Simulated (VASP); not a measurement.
A run of VASP 6.6.1 is set up as follows.

Contents of INCAR:

```
SYSTEM = Sn
PREC = Accurate ; ENCUT = 600
EDIFF = 1E-6 ; ISMEAR = 0
SIGMA = 0.03 ; LREAL = .False.
LASPH = .True. ; NELM = 80
ALGO = Normal ; ISIF = 3
LWAVE = .False. ; LCHARG = .False.
GGA = PE ; IBRION = 2
NSW = 90 ; EDIFFG = -0.01
```

KPOINTS

```
Automatic mesh
0
Gamma
  10 10 10
  0 0 0
```

File POSCAR:

```
Sn
1.0
    0.0000000000      3.2333428000      3.2333428000
    3.2333428000      0.0000000000      3.2333428000
    3.2333428000      3.2333428000      0.0000000000
Sn
2
Direct
    0.0000000000      0.0000000000      0.0000000000
    0.2500000000      0.2500000000      0.2500000000
```

Potentials or basis: VASP PAW PBE potentials, release 64 (Sn_d).

The run is started by

```console
$ cat potpaw_PBE.64/Sn_d/POTCAR > POTCAR
$ mpirun -np 1 vasp_std > vasp.out
```

Q: What does it give for the space group after relaxing (to 0.05 Å)?

A: Fd-3m (No. 227).

Q: What does it give for the relaxed volume?

A: 36.80 Å³/atom.

Q: What does it give for the band gap on the k mesh?

A: None (metal or under the smearing width).

Q: Predict the relaxed cell.

A: a = 4.704 Å, b = 4.704 Å, c = 4.704 Å, α = 60.00°, β = 60.00°, γ = 60.00°.

Step by step:
```tsv
step	energy change (eV)	largest force (eV/Å)	pressure (GPa)	volume (Å³)
1	0.0000	0.0000	3.76	67.61
2	-0.0587	0.0000	-0.90	75.67
3	-0.0645	0.0000	0.00	73.60
```
